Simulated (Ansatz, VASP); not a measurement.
# Two plane-wave programs on Si

Contents of INCAR:

```
PREC = Accurate
ENCUT = 520
EDIFF = 1E-6
ISMEAR = -1
SIGMA = 0.05
LREAL = False
LASPH = True
NELM = 80
ALGO = Normal
ISIF = 2
LWAVE = False
LCHARG = False
GGA = PS
NBANDS = 8
```

File KPOINTS:

```
Automatic mesh
0
Gamma
  13 13 13
```

POSCAR

```
Si
1.0
   -1.6269149300      1.6269149300      1.3203298500
    1.6269149300     -1.6269149300      1.3203298500
    1.6269149300      1.6269149300     -1.3203298500
Si
1
Direct
    0.0000000000      0.0000000000      0.0000000000
```

File input.yaml:

```yaml
crystal:
  lattice:
    - [-1.62691493, 1.62691493, 1.32032985]
    - [1.62691493, -1.62691493, 1.32032985]
    - [1.62691493, 1.62691493, -1.32032985]
  atoms:
    - { symbol: Si, position: [0.0, 0.0, 0.0] }
hamiltonian:
  xc: pbesol
  pseudopotentials: { kind: paw }
kpoints:
  mp_grid: { grid: [13, 13, 13] }
  band_path:
    path:
      - [[0.0, 0.0, 0.0], [0.0, 0.0, 0.5], [-0.5, 0.5, 0.5], [0.0, 0.0, 0.0], [0.4146551061, 0.4146551061, -0.4146551061], [0.25, 0.25, 0.25], [0.0, 0.5, 0.0], [-0.4146551061, 0.5853448939, 0.4146551061], [-0.5, 0.5, 0.5]]
      - [[0.0, 0.0, 0.5], [0.25, 0.25, 0.25]]
    npoints: 14
scf:
  occupations: { method: fermi_dirac, width: 0.05 }
  n_extra_bands: 6
output:
  forces: true
  stress: true
  eigenvalues: true
  fatbands: false
  write_density: true
  write_potential: true
  elf: true
  volumetric_format: npy
```

This isn't the form of Si at room conditions, which is diamond.

Alike in both runs: functional PBEsol; k mesh 13 × 13 × 13; occupations fermi-dirac, width 0.05 eV; no spin polarisation.

|  | VASP | Ansatz |
| --- | --- | --- |
| version | VASP 6.6.1 | Ansatz 0.2.0 |
| potentials or method | VASP PAW PBE potentials, release 64 (Si) | Ansatz PAW |
| plane-wave cutoff (eV) | 520 | 420 |
| valence electrons in the cell | 4 | 4 |
| task | single point | band structure |

Ansatz gave:

| Item | Value |
| --- | --- |
| gap on the k mesh at the Fermi level (eV) | none |
| pressure (GPa) | 0.9 |
| largest component of the traceless stress (GPa) | 1.80 |

**Question.** What did VASP give for the same quantities?

**Answer.** gap on the k mesh at the Fermi level (eV): none; pressure (GPa): 1.1; largest component of the traceless stress (GPa): 1.82.

A gap of «none» marks a metal or a gap that the smearing closes.

Caveats: the PAW data sets were made with another functional, which shifts forces and pressure a little (VASP); the PAW data sets come from PBE, with cores solved anew for the run's functional, which leaves a small shift of forces and pressure (Ansatz).
